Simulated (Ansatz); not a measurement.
Polymorphs of TiO2

These are results of Ansatz 0.2.0, DFT PBE, scalar-relativistic, plane waves, PAW, not measurements. All cells share a 420 eV cutoff and Γ-centred k meshes spaced at most 0.3 Å⁻¹ (0.19 for metals, 2π included).

Temperature and zero-point effects are left out. Only the structures computed here compete, so a lower one can exist. The k mesh leaves about 4 meV/atom of noise in metals. No run with spin kept a moment.

| # | started from | space group | atoms | V (Å³/atom) | ΔE (meV/atom) | gap on mesh (eV) |
| --- | --- | --- | --- | --- | --- | --- |
| 1 | database cell | C2/m (No. 12) | 12 | 12.2 | 0 | 2.77 |
| 2 | database cell | I4_1/amd (No. 141) | 6 | 11.7 | 6 | 2.16 |
| 3 | database cell | Pbcn (No. 60) | 12 | 10.5 | 33 | 2.62 |
| 4 | database cell | I4/m (No. 87) | 12 | 12.2 | 38 | 2.01 |
| 5 | database cell | P4_2/mnm (No. 136) | 6 | 10.7 | 39 | 1.86 |
| 6 | database cell | P2_1/c (No. 14) | 12 | 10.0 | 70 | 2.37 |
| 7 | a random cell | P-4m2 (No. 115) | 6 | 10.3 | 1472 | 0.00 |

The lowest structure: Space group C2/m (No. 12), monoclinic, a = 12.269 Å, b = 3.755 Å, c = 6.625 Å, β = 107.0°. Around Ti on Wyckoff site i (2 atoms of the primitive cell) lie 1 O at 1.77 Å and 4 O at 1.92–2.03 Å; Ti on Wyckoff site i (2 atoms of the primitive cell) is coordinated by 4 O at 1.86–1.94 Å and 2 O at 2.15–2.16 Å; O on Wyckoff site i (2 atoms of the primitive cell) is coordinated by 2 Ti at 1.86–1.92 Å and 1 Ti at 2.16 Å; around O on Wyckoff site i (2 atoms of the primitive cell) lie 3 Ti at 1.94–2.03 Å; O on Wyckoff site i (2 atoms of the primitive cell) is coordinated by 2 Ti at 1.77–1.87 Å. Its energy against the elements is -3.053 eV/atom. The zero of energy is the lowest elemental structures computed at the same level (O₂ as a molecule); no fitted shifts are applied.

```xyz
12
Lattice="6.1347 -1.8777 0.0000 6.1347 1.8777 0.0000 -1.9356 0.0000 6.3358" Properties=species:S:1:pos:R:3 pbc="T T T"
Ti    8.4987    0.0000    4.5549
Ti   -0.1403    0.0000    4.4995
Ti    1.8351    0.0000    1.7809
Ti   10.4740    0.0000    1.8363
O    -0.0032    0.0000    2.3422
O     6.4682    0.0000    4.4780
O     1.6198    0.0000    0.0214
O    10.3370    0.0000    3.9936
O     8.3568    0.0000    2.1875
O     8.7140    0.0000    6.3144
O     1.9769    0.0000    4.1484
O     3.8655    0.0000    1.8578
```

The second: Space group I4_1/amd (No. 141), tetragonal, a = 3.799 Å, c = 9.699 Å. Ti is coordinated by 6 O at 1.95–2.00 Å; O is coordinated by 3 Ti at 1.95–2.00 Å.

Q: Which structure would take over first under pressure, if all were incompressible?

A: Number 2, I4_1/amd (No. 141), has the least ΔE/ΔV: 6 meV/atom over 12.16 − 11.67 Å³/atom, about 2 GPa. This crude estimate ignores compression.